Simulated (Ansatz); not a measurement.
# Cadmium, dhcp under LDA: from relaxation to bulk modulus, part 2 of 2

The plan for cadmium in the dhcp structure: relax it, solve it on a dense k-mesh, then scale the cell to 7 volumes from 88 to 112 % of the relaxed one and try a fit of the equation of state. Spin polarisation is left out. The k-meshes are 12×12×3 for the relaxation; 16×16×5 for the dense run; 13×13×4 for the volumes.

Ansatz 0.2.0; DFT, LDA (PW92), plane waves (420 eV) with PAW, scalar-relativistic.

## 8. Equation of state: 104 %

The input, input.yaml:

```yaml
crystal:
  lattice:
    - [3.1082826289, 0.0, 0.0]
    - [-1.5541413144, 2.6918517188, 0.0]
    - [0.0, 0.0, 9.8770758526]
  atoms:
    - { symbol: Cd, position: [1.0, 0.0, 1.0] }
    - { symbol: Cd, position: [1.0, 1.0, 0.5] }
    - { symbol: Cd, position: [0.3333333333, 0.6666666667, 0.25] }
    - { symbol: Cd, position: [0.6666666667, 0.3333333333, 0.75] }
hamiltonian:
  xc: lda
  pseudopotentials:
    kind: paw
    azcp:
      Cd: "pseudopotentials/Cd.paw.azcp"
basis:
  ecutwfc: 420
  fft_grid_basis: typed
kpoints:
  mp_grid: { grid: [13, 13, 4], shift: [0, 0, 0] }
magnetization:
  spin_polarized: false
scf:
  occupations: { method: fermi_dirac, width: 0.1 }
  lower_state_search: "off"
output:
  stress: true
  write_density: true
  write_potential: true
  elf: true
  volumetric_format: npy
```

What it wrote, shortened:

```text
Warning: <dir> the record states the generating functional pbe (its physics header spells it `PBE`), which answers neither for hamiltonian.xc's functional nor for the lda family's — results may be inconsistent (PPs are generated against a specific XC)
Warning: RAYON_NUM_THREADS=2 ignored (pool sized by the plan → 2); use --threads N
[...]
Pseudopotentials: kind: paw
Pseudopotential: Cd, paw, valence charge 20, recommended cutoff 420 eV (normal), <dir>
Functional definition: SPW92
[...]
Crystal: 4 atoms, lattice volume = 82.642 Å³
Basis set: ecut = 420 eV, 1617 PW (Γ)
Bands: 48, of which v1, the nominal top of the filled ones, is band 40 counted from 1 (39 counted from 0)
Symmetry: 24 space group operations
Space group: P63/mmc (ITA 194), of the structure as read, at distance tolerance 4.4e-5 Å
k-points: 63 of 676
[...]
SCF iter   1: F=—  HF=-32471.457346 eV  |F-HF|=—  |Δ(HF+E_count)|=         —  Δρ=9.90e-3  dr2=5.50e-2  ethr=1.77e-3  ⟨swp⟩=6.5  Hψ=10465  notcnv=0  defer=25
[...]
SCF iter   6: F=-32471.439468 eV  HF=-32471.439468 eV  |F-HF|=4.27e-8  |Δ(HF+E_count)|=   6.74e-7  Δρ=9.47e-6  dr2=6.76e-8  ethr=1.25e-10  ⟨swp⟩=9.6  Hψ=18313  notcnv=0
[...]
SCF converged after 6 iterations
Free energy (F): -32471.439468 eV
[...]
E sigma→0 (E₀):  -32471.412477 eV
Entropy (-TS):   -0.053981 eV (-13.495 meV/atom)
Fermi energy:    15.205913 eV
[...]
--- Stress (GPa, compression-positive) ---
       -2.290280      -0.000000       0.000000
       -0.000000      -2.290280       0.000000
        0.000000       0.000000      -2.240243
  P = ⅓ Tr σ = -2.2736 GPa (-22.736 kbar)
--- Band table (eV; the first three rows and the last of 63) ---
[...]
```

Run time: 3.3 s. Hardware: 2 threads of Intel Xeon 6975P-C (Granite Rapids), shared host; peak memory 0.51 GiB.

## 9. Equation of state: 108 %

Changes to input.yaml since step 8:

```diff
@@ -2,5 +2,5 @@
   lattice:
-    - [3.1082826289, 0.0, 0.0]
-    - [-1.5541413144, 2.6918517188, 0.0]
-    - [0.0, 0.0, 9.8770758526]
+    - [3.1476321559, 0.0, 0.0]
+    - [-1.5738160779, 2.7259294088, 0.0]
+    - [0.0, 0.0, 10.0021154033]
   atoms:
@@ -28,5 +28 @@
   stress: true
-  write_density: true
-  write_potential: true
-  elf: true
-  volumetric_format: npy
```

What it wrote, shortened:

```text
Warning: <dir> the record states the generating functional pbe (its physics header spells it `PBE`), which answers neither for hamiltonian.xc's functional nor for the lda family's — results may be inconsistent (PPs are generated against a specific XC)
Warning: RAYON_NUM_THREADS=2 ignored (pool sized by the plan → 2); use --threads N
[...]
[... 3 set-up lines as earlier in the session ...]
[...]
Crystal: 4 atoms, lattice volume = 85.820 Å³
Basis set: ecut = 420 eV, 1653 PW (Γ)
Bands: 46, of which v1, the nominal top of the filled ones, is band 40 counted from 1 (39 counted from 0)
[... 2 set-up lines as earlier in the session ...]
k-points: 63 of 676
[...]
SCF iter   1: F=—  HF=-32471.392854 eV  |F-HF|=—  |Δ(HF+E_count)|=         —  Δρ=9.68e-3  dr2=5.43e-2  ethr=1.77e-3  ⟨swp⟩=6.2  Hψ=9695  notcnv=0  defer=8
[...]
SCF iter   6: F=-32471.375429 eV  HF=-32471.375429 eV  |F-HF|=3.58e-8  |Δ(HF+E_count)|=   7.28e-7  Δρ=8.80e-6  dr2=6.53e-8  ethr=1.25e-10  ⟨swp⟩=2.7  Hψ=10739  notcnv=0
[...]
SCF converged after 6 iterations
Free energy (F): -32471.375429 eV
[...]
E sigma→0 (E₀):  -32471.348481 eV
Entropy (-TS):   -0.053897 eV (-13.474 meV/atom)
Fermi energy:    14.442507 eV
[...]
--- Stress (GPa, compression-positive) ---
       -4.075715       0.000000       0.000000
        0.000000      -4.075715       0.000000
        0.000000       0.000000      -4.140515
  P = ⅓ Tr σ = -4.0973 GPa (-40.973 kbar)
```

Wall time 2.3 s (2 threads of Intel Xeon 6975P-C (Granite Rapids), shared host); peak memory 0.49 GiB.

## 10. Equation of state: 112 %

Changes to input.yaml since step 9:

```diff
@@ -2,5 +2,5 @@
   lattice:
-    - [3.1476321559, 0.0, 0.0]
-    - [-1.5738160779, 2.7259294088, 0.0]
-    - [0.0, 0.0, 10.0021154033]
+    - [3.1860216974, 0.0, 0.0]
+    - [-1.5930108487, 2.759175727, 0.0]
+    - [0.0, 0.0, 10.124104443]
   atoms:
```

What it wrote, shortened:

```text
Warning: <dir> the record states the generating functional pbe (its physics header spells it `PBE`), which answers neither for hamiltonian.xc's functional nor for the lda family's — results may be inconsistent (PPs are generated against a specific XC)
Warning: RAYON_NUM_THREADS=2 ignored (pool sized by the plan → 2); use --threads N
[...]
[... 3 set-up lines as earlier in the session ...]
[...]
Crystal: 4 atoms, lattice volume = 88.999 Å³
Basis set: ecut = 420 eV, 1737 PW (Γ)
Bands: 46, of which v1, the nominal top of the filled ones, is band 40 counted from 1 (39 counted from 0)
[... 1 set-up line as earlier in the session ...]
Space group: P63/mmc (ITA 194), of the structure as read, at distance tolerance 4.5e-5 Å
k-points: 63 of 676
[...]
SCF iter   1: F=—  HF=-32471.297273 eV  |F-HF|=—  |Δ(HF+E_count)|=         —  Δρ=9.51e-3  dr2=5.43e-2  ethr=1.77e-3  ⟨swp⟩=6.1  Hψ=9710  notcnv=0  defer=10
[...]
SCF iter   6: F=-32471.279909 eV  HF=-32471.279909 eV  |F-HF|=3.00e-8  |Δ(HF+E_count)|=   6.89e-7  Δρ=7.89e-6  dr2=6.15e-8  ethr=1.25e-10  ⟨swp⟩=2.7  Hψ=10462  notcnv=0
[...]
SCF converged after 6 iterations
Free energy (F): -32471.279909 eV
[...]
E sigma→0 (E₀):  -32471.253213 eV
Entropy (-TS):   -0.053392 eV (-13.348 meV/atom)
Fermi energy:    13.736633 eV
[...]
--- Stress (GPa, compression-positive) ---
       -5.413499       0.000000       0.000000
       -0.000000      -5.413499       0.000000
        0.000000       0.000000      -5.573822
  P = ⅓ Tr σ = -5.4669 GPa (-54.669 kbar)
```

It took 2.6 s on 2 threads of Intel Xeon 6975P-C (Granite Rapids), shared host; peak memory 0.5 GiB.

## 11. The equation of state

All volumes keep the relaxed shape and fractional coordinates.

| V (Å³/atom) | E − E₀ (meV/atom) | P from the stress (GPa) | P from the fit (GPa) |
| --- | --- | --- | --- |
| 17.482 | 83.2 | 12.82 | 12.76 |
| 18.277 | 33.9 | 7.42 | 7.37 |
| 19.071 | 8.0 | 3.29 | 3.25 |
| 19.866 | 0.0 | 0.13 | 0.11 |
| 20.660 | 5.6 | -2.27 | -2.28 |
| 21.455 | 21.6 | -4.10 | -4.09 |
| 22.250 | 45.5 | -5.47 | -5.45 |

A third-order Birch-Murnaghan fit gives V₀ = 19.899 Å³/atom, B₀ = 68 GPa and B₀′ = 5.8; it misses no point by more than 0.01 meV/atom.

## 12. Outcome

What follows sums up all 2 parts.

| quantity | value |
| --- | --- |
| space group (spins left aside) | P6_3/mmc (No. 194) |
| conventional cell | a = 3.068 Å, c = 9.749 Å (c/a = 3.178) |
| volume | 19.866 Å³/atom |
| shortest distance | 3.013 Å |
| gap on the mesh | none (levels filled in part) |
| relative to hcp | +24 meV/atom |
| V₀, B₀, B₀′ | 19.899 Å³/atom, 68 GPa, 5.8 |

What this shows: From the guessed start the volume shrank by 8.0 % in 7 steps. Against the reference form of cadmium (hcp, computed apart with the same settings) it stands 24 meV/atom higher. No gap shows: it is a metal or semimetal at this level. The fitted modulus is 68 GPa; letting shape and positions relax at each volume could only lower it. The symmetry was held, so the structure may be unstable against distortions that break it.
